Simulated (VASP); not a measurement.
Computed with LDA (Ceperley-Alder, Perdew-Zunger), VASP's LDA PAW potentials (set 64) (plane waves; VASP).

The input files of a VASP run:

File POSCAR:
```
LiI
1
    0.0000000000     3.0100000000     3.0100000000
    3.0100000000     0.0000000000     3.0100000000
    3.0100000000     3.0100000000     0.0000000000
Li I
1 1
Direct
  0.0000000000   0.0000000000   0.0000000000
  0.5000000000   0.5000000000   0.5000000000
```

KPOINTS:
```
Automatic mesh
0
Gamma
 7 7 7
```

**INCAR**
```
# general
SYSTEM =LiI
PREC   =Accurate
ENCUT  =520
LREAL  =.FALSE.
LASPH  =.TRUE.

# electronic loop
EDIFF  =1E-6
NELM   =100
ALGO   =Normal
LMAXMIX=4

# smearing
ISMEAR =0
SIGMA  =0.05

# ions
IBRION =2
NSW    =60
ISIF   =3
EDIFFG =-0.01

# output
LWAVE  =.FALSE.
LCHARG =.FALSE.
```

POTCAR, in this order: Li_sv I (LDA.64 set). Program: vasp_std.

What VASP printed:

### OSZICAR
```
       N       E                     dE             d eps       ncg     rms          rms(c)
DAV:   1     0.379051833222E+02    0.37905E+02   -0.36143E+03   360   0.942E+02
DAV:   2    -0.477269334493E+01   -0.42678E+02   -0.41431E+02   519   0.135E+02
DAV:   3    -0.647920412909E+01   -0.17065E+01   -0.17055E+01   436   0.320E+01
DAV:   4    -0.653781561290E+01   -0.58611E-01   -0.58506E-01   615   0.591E+00
DAV:   5    -0.653809410277E+01   -0.27849E-03   -0.27847E-03   473   0.462E-01    0.219E+00
DAV:   6    -0.652233288169E+01    0.15761E-01   -0.20196E-02   457   0.738E-01    0.137E+00
DAV:   7    -0.651973297788E+01    0.25999E-02   -0.19961E-02   537   0.798E-01    0.250E-01
DAV:   8    -0.651969021588E+01    0.42762E-04   -0.19339E-03   396   0.337E-01    0.367E-02
DAV:   9    -0.651970048939E+01   -0.10274E-04   -0.53643E-05   510   0.632E-02    0.180E-02
DAV:  10    -0.651970132041E+01   -0.83102E-06   -0.16250E-06   443   0.977E-03
   1 F= -.65197013E+01 E0= -.65197013E+01  d E =-.651970E+01
       N       E                     dE             d eps       ncg     rms          rms(c)
DAV:   1    -0.666834697192E+01   -0.14865E+00   -0.21037E+00   370   0.862E+00    0.195E+00
DAV:   2    -0.657579715708E+01    0.92550E-01   -0.20623E-01   422   0.319E+00    0.895E-01
DAV:   3    -0.655207679069E+01    0.23720E-01   -0.86082E-02   370   0.146E+00    0.554E-01
DAV:   4    -0.655168958674E+01    0.38720E-03   -0.24827E-03   450   0.421E-01    0.402E-01
DAV:   5    -0.655141408365E+01    0.27550E-03   -0.49180E-04   679   0.141E-01    0.679E-02
DAV:   6    -0.655140435048E+01    0.97332E-05   -0.22251E-05   479   0.434E-02    0.227E-02
DAV:   7    -0.655140455846E+01   -0.20798E-06   -0.30206E-06   429   0.126E-02
   2 F= -.65514046E+01 E0= -.65514046E+01  d E =-.317032E-01
       N       E                     dE             d eps       ncg     rms          rms(c)
DAV:   1    -0.665016184764E+01   -0.98757E-01   -0.16034E+00   375   0.761E+00    0.172E+00
DAV:   2    -0.658105244915E+01    0.69109E-01   -0.15326E-01   432   0.275E+00    0.785E-01
DAV:   3    -0.656274217733E+01    0.18310E-01   -0.65120E-02   378   0.127E+00    0.487E-01
DAV:   4    -0.656244768391E+01    0.29449E-03   -0.18324E-03   451   0.361E-01    0.342E-01
DAV:   5    -0.656224679838E+01    0.20089E-03   -0.35320E-04   652   0.119E-01    0.507E-02
DAV:   6    -0.656224054343E+01    0.62550E-05   -0.18145E-05   477   0.381E-02    0.198E-02
DAV:   7    -0.656224067290E+01   -0.12948E-06   -0.20494E-06   376   0.107E-02
   3 F= -.65622407E+01 E0= -.65622407E+01  d E =-.425394E-01
       N       E                     dE             d eps       ncg     rms          rms(c)
DAV:   1    -0.656370293535E+01   -0.14624E-02   -0.24365E-02   379   0.927E-01    0.209E-01
DAV:   2    -0.656265962271E+01    0.10433E-02   -0.24335E-03   441   0.343E-01    0.989E-02
DAV:   3    -0.656237719511E+01    0.28243E-03   -0.99397E-04   379   0.159E-01    0.601E-02
DAV:   4    -0.656237304686E+01    0.41482E-05   -0.26302E-05   451   0.437E-02    0.452E-02
DAV:   5    -0.656236943327E+01    0.36136E-05   -0.52495E-06   637   0.148E-02    0.626E-03
DAV:   6    -0.656236937920E+01    0.54072E-07   -0.31972E-07   213   0.517E-03
   4 F= -.65623694E+01 E0= -.65623694E+01  d E =-.426681E-01
```

File OUTCAR:
```
------------------------ aborting loop because EDIFF is reached ----------------------------------------
  FORCE on cell =-STRESS in cart. coord.  units (eV):
  Direction    XX          YY          ZZ          XY          YZ          ZX
  --------------------------------------------------------------------------------------
  Total        0.0024870      0.0024870      0.0024870      0.0000000      0.0000000     -0.0000000
  in kB        0.0814817      0.0814817      0.0814817      0.0000000      0.0000000     -0.0000000
  external PRESSURE =       0.0814817 kB  Pullay stress =       0.0000000 kB
  volume of cell :       48.90
      direct lattice vectors                 reciprocal lattice vectors
     0.000000000  2.902468110  2.902468110    -0.172267181  0.172267181  0.172267181
     2.902468110 -0.000000000  2.902468110     0.172267181 -0.172267181  0.172267181
     2.902468110  2.902468110  0.000000000     0.172267181  0.172267181 -0.172267181
 POSITION                                       TOTAL-FORCE (eV/Angst)
 -----------------------------------------------------------------------------------
      5.80494      2.90247      2.90247         0.000000      0.000000      0.000000
      2.90247      2.90247      2.90247        -0.000000     -0.000000     -0.000000
 -----------------------------------------------------------------------------------
    total drift:                                0.000000     -0.000000      0.000000
  FREE ENERGIE OF THE ION-ELECTRON SYSTEM (eV)
  ---------------------------------------------------
  free  energy   TOTEN  =        -6.5623693792 eV

  energy  without entropy=       -6.5623693792  energy(sigma->0) =       -6.56236938

 reached required accuracy - stopping structural energy minimisation
```
(Selected blocks of OUTCAR.)

### CONTCAR
```
LiI
   1.00000000000000
     0.0000000000000000    2.9024681096649552    2.9024681096649552
     2.9024681096649552   -0.0000000000000000    2.9024681096649552
     2.9024681096649552    2.9024681096649552    0.0000000000000000
  Li              I
     1     1
Direct
     0.0000000000000000    1.0000000000000000    1.0000000000000000
     0.5000000000000000    0.5000000000000000    0.5000000000000000
```

Energy and stress use the plane-wave basis of the starting cell.

The compound is LiI in the rock salt structure. This run relaxes it. Symmetry was kept, so distortions that lower it aren't found.
